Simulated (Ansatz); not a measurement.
# Hf2COF MXene monolayer in a perpendicular field, part 2 of 2

What dipole does a perpendicular field induce in the Hf2COF MXene monolayer? A positive field points along +c.

Ansatz 0.2.0; plane-wave DFT, PBE-D3(BJ), Ansatz PAW.

So far. Step 2 (Relaxing the slab): The lattice constant a goes from 3.289 to 3.244 Å.

**3. Atoms held, field 0**

A sawtooth potential applies the field, turning back in the middle of the vacuum. With the dipole correction the typed value is the field outside the slab. The induced dipole is small, so the SCF threshold is tight.

The cell differs from the one that the last finished run ended in (c 40.572 → 22.929 Å).

input.yaml

```yaml
crystal:
  lattice:
    - [3.2441271883, 0.0, 0.0]
    - [-1.6220635941, 2.8094965581, 0.0]
    - [0.0, 0.0, 22.9290211225]
  atoms:
    - { symbol: F, position: [0.3333333333, 0.6666666667, 0.3925156661] }
    - { symbol: Hf, position: [0.6666666667, 0.3333333333, 0.4508992344] }
    - { symbol: C, position: [0.0, 0.0, 0.5033915229] }
    - { symbol: Hf, position: [0.3333333333, 0.6666666667, 0.5648010346] }
    - { symbol: O, position: [0.6666666667, 0.3333333333, 0.6074843339] }
kpoints:
  mp_grid: { grid: [18, 18, 1] }
  band_path:
    path: [[0, 0, 0], [0.5, 0, 0], [0.33333333, 0.33333333, 0], [0, 0, 0]]
    npoints: 16
hamiltonian:
  xc: pbe
  dispersion: d3bj
scf:
  occupations: { method: fermi_dirac, width: 0.02585 }
  convergence: { dr2_threshold: 1.0e-10 }
efield:
  axis: 3
  dipole_correction: true
  ramp_position: 0.97
  ramp_width: 0.06
  amplitude: 0
output:
  dos: { projected: true, e_range: [-6, 5] }
  write_potential: true
  write_density: true
  volumetric_format: npy
  elf: true
```

Run with:

```
> ansatz run input.yaml --threads 2 --pin off --max-ram 3072MiB --backend cpu --events-out ev --progress --plain --runs-dir out
```

Numbers of over 12 decimals in the logs are rounded to 6 here.

Output:

```text
[...]
Crystal: 5 atoms, lattice volume = 208.983 Å³
Basis set: ecut = 420 eV, 4169 PW (Γ)
Bands: 42, of which v1, the nominal top of the filled ones, is band 35 counted from 1 (34 counted from 0)
Symmetry: 6 space group operations
[...]
k-points: 37 of 324 (time reversal used)
[...]
SCF iter   1: F=—  HF=-33076.001289 eV  |F-HF|=—  |Δ(HF+E_count)|=         —  Δρ=5.19e-3  dr2=3.94e-1  ethr=1.77e-3  p=-0.052 e·Å  D=-4.53e-2 V/Å  ΔV_dip=1.04 eV  dr2_dipole=8.88e-2  V_vac-E_F(+/−)=5.17/4.13 eV  ⟨swp⟩=7.9  Hψ=6549  notcnv=0  defer=6
efield: sawtooth ramp at fractional position 0.9700 (set: `efield.ramp_position`, or a place that a band, a saddle search or an elastic batch's reference lends), width 0.0600; the density the first Hamiltonian is built on has a dipole p = -0.052 e·Å; the dipole correction subtracts the counter field D = -4.53e-2 V/Å, which shifts the + side's vacuum level by +1.04 eV against the − side's; the planar-averaged density in the ramp window peaks in size at 1.4e-5 e/Å³
[...]
SCF iter   2: F=—  HF=-33075.962184 eV  |F-HF|=—  |Δ(HF+E_count)|=   3.91e-2  Δρ=2.37e-3  dr2=3.30e-2  ethr=5.72e-4  p=-0.081 e·Å  D=-7.00e-2 V/Å  ΔV_dip=1.61 eV  dr2_dipole=6.46e-3  V_vac-E_F(+/−)=4.97/3.36 eV  ⟨swp⟩=3.0  Hψ=2237  notcnv=0  defer=56
[...]
SCF iter  11: F=-33075.960074 eV  HF=-33075.960074 eV  |F-HF|=2.98e-10  |Δ(HF+E_count)|=  8.88e-10  Δρ=2.18e-7  dr2=8.26e-11  ethr=1.00e-12  p=-0.092 e·Å  D=-7.98e-2 V/Å  ΔV_dip=1.83 eV  dr2_dipole=3.37e-12  V_vac-E_F(+/−)=5.15/3.32 eV  ⟨swp⟩=13.6  Hψ=6208  notcnv=0
SCF 1 converged in 11 iterations: F = -33075.960074 eV  dr2 = 8.26e-11
[...]
NSCF: frozen V_eff on 49 k-points
efield: sawtooth ramp at fractional position 0.9700 (kept from the solve that this one continues, or follows in the run), width 0.0600; the density the first Hamiltonian is built on has a dipole p = -0.092 e·Å; the dipole correction subtracts the counter field D = -7.98e-2 V/Å, which shifts the + side's vacuum level by +1.83 eV against the − side's; the planar-averaged density in the ramp window peaks in size at 2.1e-6 e/Å³
[...]
SCF converged after 11 iterations
Free energy (F): -33075.960074 eV
[...]
Internal energy: -33075.956176 eV  (E = F + TS)
E sigma→0 (E₀):  -33075.958125 eV
Entropy (-TS):   -0.003898 eV (-0.780 meV/atom)
Fermi energy:    2.382699 eV
Dipole field:    D = -0.079786 V/Å  (p = -0.092146 e·Å, saw-weighted, corrected)
Work function:   Φ+ = 5.1524 eV   Φ− = 3.3230 eV
Levels:          The Fermi level and band energies are counted from a zero that moves with the ramp; work functions are not
[...]
--- Band table (eV; the first three rows and the last of 37) ---
  k-point 0: bands = [... 31 lower, -1.0749, 0.0435, 0.0435, 3.3299, 3.3299, 3.3731, 4.0584, 5.4904, ... 3 higher]
  k-point 1: bands = [... 31 lower, -1.0244, -0.1056, 0.0124, 3.0969, 3.3795, 3.5826, 4.0400, 5.4878, ... 3 higher]
  k-point 2: bands = [... 31 lower, -0.9456, -0.4496, -0.0702, 2.8126, 3.5350, 3.6742, 4.1292, 5.4906, ... 3 higher]
  k-point 36: bands = [... 31 lower, -1.5920, -1.3024, -1.0842, 3.3465, 4.1397, 4.5315, 5.8057, 5.8833, ... 3 higher]
```

It took 8.3 s on 2 threads of AMD EPYC 9R45, shared host; peak memory 0.72 GiB; 16 s of CPU time.

Reading the cycles: dr2 is the Hartree energy of the density residual (eV), the measure of convergence; HF is the Harris–Foulkes estimate of the energy, which meets the free energy F at convergence.

Numbers from this step:

```yaml
energy_at_zero_smearing: -33075.9581 eV
work_function_upper_face: 5.152 eV
work_function_lower_face: 3.323 eV
dipole_along_the_normal: -0.09215 e·Å
step_between_the_vacuum_levels: 1.829 eV
```

Running mean over a fixed 2.7 Å (it still follows the layers) of the planar mean; the ramp of the sawtooth is left out. The electron's electrostatic potential energy less the Fermi level by z:

z (Å), electron's electrostatic potential energy less the Fermi level (eV) and a bar from the least value:
```
        4        3.3 ##########################
        5        3.3 ##########################
        6        3.3 ##########################
        7        3.2 ##########################
        8        0.2 #####################
        9       -5.2 ##########
       10      -10.1 #
       11      -10.5 
       12      -10.4 
       13       -9.8 #
       14       -5.5 ##########
       15        1.3 #######################
       16        4.9 ##############################
       17        5.1 ##############################
       18        5.2 ##############################
       19        5.2 ##############################
```

The density of states has structure finer than the step of the table below, so its rows give means over 0.2 eV, whole bins alone (the curve runs from -6 to 1.99 eV). Peaks (eV: height): -5.75: 5.68, -5.34: 6.25, -5.20: 6.76, -4.81: 6.68, -4.18: 15.6, -3.68: 6.90, -3.02: 5.70.

The density of states by energy, zero at the Fermi level; means over each step:

energy (eV), density of states (states/eV a cell) and a bar:
```
     -5.8        4.5 ####################
     -5.6        0.5 ##
     -5.4        1.4 ######
     -5.2        4.8 #####################
     -5.0        4.2 ##################
     -4.8        5.5 ########################
     -4.6        3.1 ##############
     -4.4        0.9 ####
     -4.2        6.9 ##############################
     -4.0        1.3 #####
     -3.8        0.7 ###
     -3.6        4.2 ##################
     -3.4        4.2 ##################
     -3.2        3.0 #############
     -3.0        3.9 #################
     -2.8        3.8 #################
     -2.6        1.3 ######
     -2.4        0.7 ###
     -2.2        0.0 
     -2.0        0.0 
     -1.8        0.0 
     -1.6        0.0 
     -1.4        0.0 
     -1.2        0.0 
     -1.0        0.0 
     -0.8        0.1 
     -0.6        1.4 ######
     -0.4        1.4 ######
     -0.2        1.4 ######
      0.0        1.4 ######
      0.2        1.8 ########
      0.4        1.4 ######
      0.6        0.9 ####
      0.8        1.3 ######
      1.0        1.7 #######
      1.2        1.7 #######
      1.4        1.6 #######
      1.6        1.9 ########
      1.8        1.6 #######
```

Projected DOS per atom over height of the atomic layer and energy from the Fermi level. Layers: F Hf C Hf O from below.

Ten even steps from '0' (0.00 states/eV) to '9' (2.65 states/eV), each cell a mean:
```
04010
03010
04010
02010
03010
02010
02010
01000
00000
00000
00000
00000
01200
02613
02514
02412
01313
01213
00339
00239
00012
01235
```
Columns: height of the atomic layer (Å) from 9 to 13.9 (not evenly spaced); rows upwards: energy from the Fermi level (eV) from -5.96 to 1.96.

Electronic bands along the path, in eV, zero at the Fermi level:

```tsv
point	band 31	band 32	band 33	band 34	band 35	band 36	band 37	band 38
Γ	-5.26	-3.46	-2.34	-2.34	0.95	0.95	0.99	1.68
halfway	-4.89	-4.08	-3.09	-2.69	-0.30	1.38	2.06	2.49
M	-4.53	-4.15	-3.69	-2.69	-0.72	2.44	3.41	4.07
halfway	-4.40	-4.26	-3.70	-3.12	-0.05	2.30	2.82	3.33
K	-4.93	-3.97	-3.69	-3.47	0.96	1.76	2.15	3.42
halfway	-4.84	-4.06	-3.24	-2.98	0.34	0.56	2.49	2.99
Γ	-5.26	-3.46	-2.34	-2.34	0.95	0.95	0.99	1.68
```

Valence density in the ca plane at fractional y = 0.333, with atoms of Hf and O within 0.2 Å of it. It is the smooth field of the valence electrons, not physical close to the nuclei.

Values in e/Å³, 5 rows by 16 columns, each cell a mean:
```
 0  0  0  0  3  4  0  0  2  0  0  0  0  0  0  0
 0  0  0  0 11 15  0  0  5  1  0  0  0  0  0  0
 0  0  0  0  3  4  0  0  2  0  0  0  0  0  0  0
 0  0  0  0  0  0  0  1  0  0  0  0  0  0  0  0
 0  0  0  0  0  0  0  1  0  0  0  0  0  0  0  0
```
Columns run along c (16.0 Å, from fractional 0.24 to 0.94 of the cell), rows up along a (3.2 Å). Atoms in or near the plane, at fractional coordinates: Hf at (0.45, 0.67), O at (0.61, 0.67).

ELF in the ca plane at fractional y = 0.333, with atoms of Hf and O within 0.2 Å of it. It is the smooth field of the valence electrons, not physical close to the nuclei.

Ten even steps from '0' (0.00) to '9' (0.83), each cell a mean:
```
00000000111146632442125888520000000000000000
00000000000489982232269899841000000000000000
00000000001699993121278579852000000000000000
00000000000489972231259899741000000000000000
00000000121135533542124787520000000000000000
00000001354211247752221222100000000000000000
00000002466311478852331000000000000000000000
00000001344111246752221232100000000000000000
```
Columns run along c (16.0 Å, from fractional 0.24 to 0.94 of the cell), rows up along a (3.2 Å). Atoms in or near the plane, at fractional coordinates: Hf at (0.45, 0.67), O at (0.61, 0.67).

Electrostatic potential energy in the ca plane at fractional y = 0.333, with atoms of Hf and O within 0.2 Å of it. With pseudopotentials it is smooth inside the atoms' cores, unlike the true potential.

Ten even steps from '0' (-37 eV) to '9' (7 eV), each cell a mean:
```
99999999998642247888777789999999999999999999
99999999987400005888884016999999999999999999
99999999987300004789881004999999999999999999
99999999987410015888884127999999999999999999
99999999998743357888777789999999999999999999
99999999998877788887556889999999999999999999
99999999998888888876546789999999999999999999
99999999998877778887656899999999999999999999
```
Columns run along c (16.0 Å, from fractional 0.24 to 0.94 of the cell; values clipped at the 3rd and 97th percentile), rows up along a (3.2 Å). Atoms in or near the plane, at fractional coordinates: Hf at (0.45, 0.67), O at (0.61, 0.67).

The work function of the upper face is 5.15 eV.

**4. Single point, field 0.1 V/Å**

Edit input.yaml of step 3 so:

```diff
@@ -27,5 +27,4 @@
   ramp_width: 0.06
-  amplitude: 0
+  amplitude: 0.1
 output:
-  dos: { projected: true, e_range: [-6, 5] }
   write_potential: true
@@ -33,2 +32 @@
   volumetric_format: npy
-  elf: true
```

Output:

```text
[...]
Crystal: 5 atoms, lattice volume = 208.983 Å³
Basis set: ecut = 420 eV, 4169 PW (Γ)
Bands: 42, of which v1, the nominal top of the filled ones, is band 35 counted from 1 (34 counted from 0)
Symmetry: 6 space group operations
[...]
k-points: 37 of 324 (time reversal used)
[...]
k-point 0: bands = [... 31 lower, -1.0536, 0.0559, 0.0559, 3.3420, 3.3420, 3.3590, 4.0196, 5.3913, ... 3 higher]
  k-point 1: bands = [... 31 lower, -1.0033, -0.0931, 0.0250, 3.0998, 3.3913, 3.5867, 3.9939, 5.3870, ... 3 higher]
  k-point 2: bands = [... 31 lower, -0.9259, -0.4359, -0.0572, 2.8192, 3.5462, 3.6855, 4.0758, 5.4399, ... 3 higher]
  k-point 36: bands = [... 31 lower, -1.5677, -1.2897, -1.0555, 3.3532, 4.1484, 4.5369, 5.8219, 5.9076, ... 3 higher]
[key lines of the parts left out:]
SCF converged after 14 iterations
Free energy (F): -33075.952253 eV
Fermi energy:    2.394581 eV
Dipole field:    D = -0.055644 V/Å  (p = -0.064264 e·Å, saw-weighted, corrected)
```

Elapsed: 9.5 s, on 2 threads; peak memory 0.68 GiB.

The dipole is -0.0643 e·Å, 0.0279 e·Å from its value without field.

**5. Atoms held, field -0.1 V/Å**

Edit input.yaml of step 4 so:

```diff
@@ -27,3 +27,3 @@
   ramp_width: 0.06
-  amplitude: 0.1
+  amplitude: -0.1
 output:
```

Output:

```text
[...]
Crystal: 5 atoms, lattice volume = 208.983 Å³
Basis set: ecut = 420 eV, 4169 PW (Γ)
Bands: 42, of which v1, the nominal top of the filled ones, is band 35 counted from 1 (34 counted from 0)
Symmetry: 6 space group operations
[...]
k-points: 37 of 324 (time reversal used)
[...]
k-point 0: bands = [... 31 lower, -1.0967, 0.0305, 0.0305, 3.3173, 3.3173, 3.3819, 4.0935, 5.4740, ... 3 higher]
  k-point 1: bands = [... 31 lower, -1.0460, -0.1186, -0.0007, 3.0920, 3.3671, 3.5756, 4.0820, 5.4907, ... 3 higher]
  k-point 2: bands = [... 31 lower, -0.9659, -0.4639, -0.0837, 2.8048, 3.5232, 3.6617, 4.1761, 5.4917, ... 3 higher]
  k-point 36: bands = [... 31 lower, -1.6168, -1.3156, -1.1134, 3.3393, 4.1304, 4.5254, 5.7890, 5.8585, ... 3 higher]
[key lines of the parts left out:]
SCF converged after 14 iterations
Free energy (F): -33075.970683 eV
Fermi energy:    2.370214 eV
Dipole field:    D = -0.103927 V/Å  (p = -0.120027 e·Å, saw-weighted, corrected)
```

The job ended after 9.1 s (2 threads; peak memory 0.7 GiB; 18 s of CPU time).

The dipole is -0.120 e·Å, -0.0279 e·Å from its value without field.

**6. Response, atoms held**

This step: plane-wave DFT, PBE-D3(BJ), Ansatz PAW; response to a field along the normal, atoms held (Ansatz 0.2.0).

The dipoles give the slope, and the difference of two potentials shows where the field is screened.

Numbers from this step:

- equivalent conductor thickness p/(ε₀AE): 5.535 Å
- distance between the outer atoms: 4.929 Å

Dipole of the cell against applied field:

```tsv
applied field (V/Å)	dipole of the cell (e·Å)
-0.1000	-0.120
0.0000	-0.0921
0.1000	-0.0643
```

Local field over the applied field, running mean. From the potentials at -0.1 and 0.1 V/Å; running mean over 2.5 Å. Table of local field over applied field by z:

z (Å), local field over applied field and a bar:
```
     4.01      1.000 ##############################
     4.44      1.000 ##############################
     4.87      1.000 ##############################
     5.16      0.999 ##############################
     5.59      0.998 ##############################
     6.02      0.995 ##############################
     6.45      0.986 ##############################
     6.88      0.961 #############################
     7.17      0.928 ############################
     7.60      0.847 #########################
     8.03      0.740 ######################
     8.46      0.614 ##################
     8.88      0.482 ##############
     9.31      0.348 ##########
     9.60      0.267 #######
    10.03      0.174 ####
    10.46      0.105 ##
    10.89      0.062 #
    11.32      0.040 
    11.61      0.036 
    12.04      0.041 
    12.47      0.059 #
    12.90      0.101 ##
    13.33      0.170 ####
    13.61      0.235 ######
    14.04      0.357 ##########
    14.47      0.501 ##############
    14.90      0.649 ###################
    15.33      0.781 #######################
    15.76      0.888 ##########################
    16.05      0.935 ############################
    16.48      0.975 #############################
    16.91      0.991 ##############################
    17.34      0.997 ##############################
    17.77      0.999 ##############################
    18.06      1.000 ##############################
    18.49      1.000 ##############################
    18.92      1.000 ##############################
```

Electrons, planar mean, per unit field. Table of induced electron density by z:

z (Å), induced electron density (e/Å³ per V/Å) and a bar from the least value:
```
     4.01    0.00000 ################
     4.44    0.00000 ################
     4.87    0.00000 ################
     5.16    0.00000 ################
     5.59    0.00001 ################
     6.02    0.00002 ################
     6.45    0.00005 ################
     6.88    0.00016 ################
     7.17    0.00032 #################
     7.60    0.00087 ####################
     8.03    0.00208 #########################
     8.46    0.00314 ##############################
     8.88    0.00147 ######################
     9.31    0.00160 #######################
     9.60    0.00075 ###################
    10.03    0.00110 #####################
    10.46    0.00102 ####################
    10.89    0.00038 #################
    11.32    0.00021 #################
    11.61   -0.00006 ###############
    12.04   -0.00076 ############
    12.47   -0.00045 ##############
    12.90    0.00012 ################
    13.33   -0.00031 ##############
    13.61   -0.00168 ########
    14.04   -0.00147 #########
    14.47   -0.00346 
    14.90   -0.00282 ###
    15.33   -0.00137 #########
    15.76   -0.00056 #############
    16.05   -0.00029 ##############
    16.48   -0.00010 ###############
    16.91   -0.00003 ################
    17.34   -0.00001 ################
    17.77    0.00000 ################
    18.06    0.00000 ################
    18.49    0.00000 ################
    18.92    0.00000 ################
```

By hand: between -0.1 and 0.1 V/Å the dipole changes by 0.05576 e·Å, a slope of 0.2788 e·Å²/V. A perfect conductor of thickness t has p = ε₀AEt, so t = 180.95 × 0.2788 / 9.114 = 5.54 Å (e/ε₀ = 180.95 V·Å, A in Å²).

The induced dipole is that of a conductor 5.54 Å thick.

**7. Summary of results**

```json
{
  "gap without field": "none",
  "work function, upper face": "5.15 eV",
  "step between the vacuum levels": "1.83 eV",
  "equivalent conductor thickness, atoms held": "5.54 Å"
}
```

The induced dipole equals that of a perfect conductor 5.54 Å thick, while the outer atoms lie 4.93 Å apart. The two faces differ: the vacuum level above lies 1.83 eV higher than the one below. There is no gap over 0.03 eV, with or without the field. The first relaxation ran with spin and lost its moment, and the later runs have none; other magnetic states were not tried. Spin-orbit coupling is left out, which matters for the bands of elements this heavy. The MXene's terminations sit over the metal atoms of its far layer; the site over carbon or nitrogen, which some compounds prefer, was not run.

[Logs are printed without paths, hosts, clocks, repeated set-up lines and the standing remarks that a program may print on its own settings, such as how far it seeks lower states.]

[Hosts, paths, dates, database ids (printed as entryN), source tags and the programs' standing remarks are cut or masked in the printed files.]

[Maps of the electrostatic potential energy from Ansatz leave out the sawtooth potential of an applied field or a dipole correction, so their vacuum need not be flat; planar profiles and work functions include it.]

[The density of states shown here was stored with 400 of the rows of the run's finer table, so its peaks can read low, often by over a quarter, or be missed, and its means over a window can be off by a tenth or more.]
